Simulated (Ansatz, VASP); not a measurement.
TiCo in VASP and in Ansatz

```
Ti Co
1.0
     3.01544    0.00000    0.00000
     0.00000    3.01544    0.00000
     0.00000    0.00000    2.95901
Ti Co
1 1
Cartesian
  0.0000 0.0000 0.0000
  1.5077 1.5077 1.4795
```

Change from the starting cell: biaxial strain in the a-b plane, c and atoms relaxed: +1.0 %.

Alike in both runs: functional PBE; k mesh 18 × 18 × 18; occupations gaussian, width 0.1 eV; collinear spin.

Ansatz relaxed the structure, and its values are those at the end. VASP's run is a single point on that final structure, the one shown.

|  | VASP | Ansatz |
| --- | --- | --- |
| version | VASP 6.6.1 | Ansatz 0.2.0 |
| potentials or method | VASP PAW PBE potentials, release 64 (Ti_sv, Co) | scalar-relativistic, plane waves, PAW |
| plane-wave cutoff (eV) | 520 | 420 |
| valence electrons in the cell | 21 | 29 |

Ansatz gave:

* gap on the k mesh at the Fermi level (eV): none
* pressure (GPa): -1.8
* net moment per atom (μB): 0.44
* size of the moment on the site where the two differ most (μB): 1.00

Problem. Which values does VASP return?

Solution. gap on the k mesh at the Fermi level (eV): none; pressure (GPa): -2.3; net moment per atom (μB): 0.43; size of the moment on the site where the two differ most (μB): 0.96.

Site moments also hang on the region over which each program counts them. A gap of «none» marks a metal or a gap that the smearing closes. The functional is the same, so the differences come from potentials, cutoffs and numerics. The two sets of potentials don't hold the same shells in valence.
